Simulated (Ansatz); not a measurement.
# CuO: the cost of one run

Method: DFT PBE+U, PAW, plane waves, scalar-relativistic; U − J = 4 eV on Cu d, in Ansatz 0.2.0.

### 1 The system as given

It takes space group C2/c (No. 15, monoclinic). Conventional cell: a = 4.653 Å, b = 3.410 Å, c = 5.108 Å, α = 90.00°, β = 99.48°, γ = 90.00°. Cu (site symmetry -1) is surrounded by 4 O at 1.95 Å. O (site symmetry 2) has 4 Cu at 1.95 Å as nearest neighbours.

Coordinates:

```
CELL_PARAMETERS angstrom
-2.32650 1.70500 0.00000
-1.48520 -1.70500 -5.03824
-3.16780 -1.70500 5.03824
ATOMIC_POSITIONS crystal
Cu 0.00000 0.75000 0.75000
Cu 0.00000 0.25000 0.25000
Cu 0.50000 0.75000 0.25000
Cu 0.50000 0.25000 0.75000
O 0.91600 0.66700 0.41700
O 0.91600 0.16700 0.91700
O 0.08400 0.83300 0.08300
O 0.08400 0.33300 0.58300
```

Atoms are counted from 1 in the order of input.yaml (O8 and so on).

The first starts: parallel moments, plain SCF; opposed moments +-+-, plain SCF; no spin polarisation; spin on, no moments given (the program may seed its own), plain SCF; opposed moments ++--, plain SCF. What is tried next depends on their ends.

A plain SCF has the search for lower states switched off and ends at the first converged state. Ends within 0.2 meV/atom and 0.1 μB count as one state.

Site moments are integrals over atomic spheres and don't add up to the total.

### 2 Parallel moments, plain SCF

The input, input.yaml:

```yaml
crystal:
  lattice:
    - [-2.3265, 1.705, 0.0]
    - [-1.4852, -1.705, -5.03824]
    - [-3.1678, -1.705, 5.03824]
  atoms:
    - { symbol: Cu, position: [0.0, 0.75, 0.75], spin: 1.0 }
    - { symbol: Cu, position: [0.0, 0.25, 0.25], spin: 1.0 }
    - { symbol: Cu, position: [0.5, 0.75, 0.25], spin: 1.0 }
    - { symbol: Cu, position: [0.5, 0.25, 0.75], spin: 1.0 }
    - { symbol: O, position: [0.916, 0.667, 0.417] }
    - { symbol: O, position: [0.916, 0.167, 0.917] }
    - { symbol: O, position: [0.084, 0.833, 0.083] }
    - { symbol: O, position: [0.084, 0.333, 0.583] }
magnetization:
  spin_polarized: true
hamiltonian:
  xc: pbe
  pseudopotentials: { kind: paw }
  hubbard: { sites: [{ species: Cu, l: d, u_eff: 4.0 }] }
basis:
  ecutwfc: 420
kpoints:
  mp_grid: { grid: [7, 4, 4] }
scf:
  occupations: { method: fermi_dirac, width: 0.03 }
  lower_state_search: "off"
output:
  forces: true
  stress: true
```

What time and memory should one allow on 2 threads of an x86-64 CPU, shared host?

About 26 s, with a peak of 0.86 GiB.
